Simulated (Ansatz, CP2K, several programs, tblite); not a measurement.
Energy against volume for a 5-atom cell of PbTiO3 from a published structure, at fixed shape and fractional coordinates, computed by several methods (PBE and r2SCAN, where shown, with plane waves in Ansatz); the cell shown is that of r2SCAN. With free coordinates or axes held, a curve is too stiff, and on another method's shape its minimum isn't the method's own volume. Space group P4mm (No. 99), tetragonal; conventional cell a = 3.843 Å, c = 4.483 Å, 13.24 Å³ an atom. Around Ti lie 5 O at 1.74–1.98 Å; around Pb lie 4 O at 2.48 Å; around O lie 1 Ti at 1.74 Å; around O lie 2 Ti at 1.98 Å and 2 Pb at 2.48 Å. Spin-unpolarised calculation; the starting structure is a published one, and the numbers are computed. Energies count from each curve's lowest point; fits are third-order Birch-Murnaghan.

```cif
data_structure
_symmetry_space_group_name_H-M 'P4mm'
_symmetry_Int_Tables_number 99
_cell_length_a 3.8426
_cell_length_b 3.8426
_cell_length_c 4.4829
_cell_angle_alpha 90.000
_cell_angle_beta 90.000
_cell_angle_gamma 90.000
_cell_volume 66.19
loop_
_atom_site_label
_atom_site_type_symbol
_atom_site_symmetry_multiplicity
_atom_site_Wyckoff_symbol
_atom_site_fract_x
_atom_site_fract_y
_atom_site_fract_z
_atom_site_occupancy
Ti1 Ti 1 b 0.50000 0.50000 0.52251 1
Pb1 Pb 1 a 0.00000 0.00000 0.97405 1
O1 O 1 b 0.50000 0.50000 0.13410 1
O2 O 2 c 0.50000 0.00000 0.62527 1
```

r2SCAN, on the shape of its own relaxed cell:
```
V (Å³/atom)  E (meV/atom)
     12.444         27.87
     12.841          6.61
     13.238          0.00
     13.635          5.88
     14.033         22.42
```
V₀ = 13.24 Å³ an atom and B₀ = 168 GPa.

PBE/SZV (CP2K), on the shape of the cell shown:

| V (Å³/atom) | E (meV/atom) |
| --- | --- |
| 11.650 | 217.41 |
| 12.444 | 76.31 |
| 13.238 | 10.30 |
| 14.033 | 0.00 |
| 14.827 | 29.96 |

V₀ = 13.81 Å³ an atom and B₀ = 154 GPa.

**Question.** PBE, on the shape of its own relaxed cell, gives
```
V (Å³/atom)  E (meV/atom)
     13.244         25.41
     13.667          5.99
     14.089          0.00
     14.512          5.39
     14.935         20.48
```
What equilibrium volume and bulk modulus follow?

**Answer.** V₀ = 14.09 Å³ an atom and B₀ = 144 GPa.

GFN2-xTB (tblite), on the shape of the cell shown, as a cluster of 90 atoms at the zone centre:
```tsv
V (Å³/atom)	E (meV/atom)
11.650	460.68
12.444	0.00
13.238	231.76
14.033	321.26
14.827	385.00
```
The points scatter about the fit by more than 0.3 meV an atom, so no fit is quoted.

light PBE (260 eV and a coarse mesh), on the shape of the cell shown:
```tsv
V (Å³/atom)	E (meV/atom)
12.179	69.06
12.709	18.85
13.238	7.37
13.768	0.00
14.297	41.31
14.827	51.20
```
The points scatter about the fit by more than 0.3 meV an atom, since at so low a cutoff the number of plane waves jumps with the volume, so no fit is quoted.
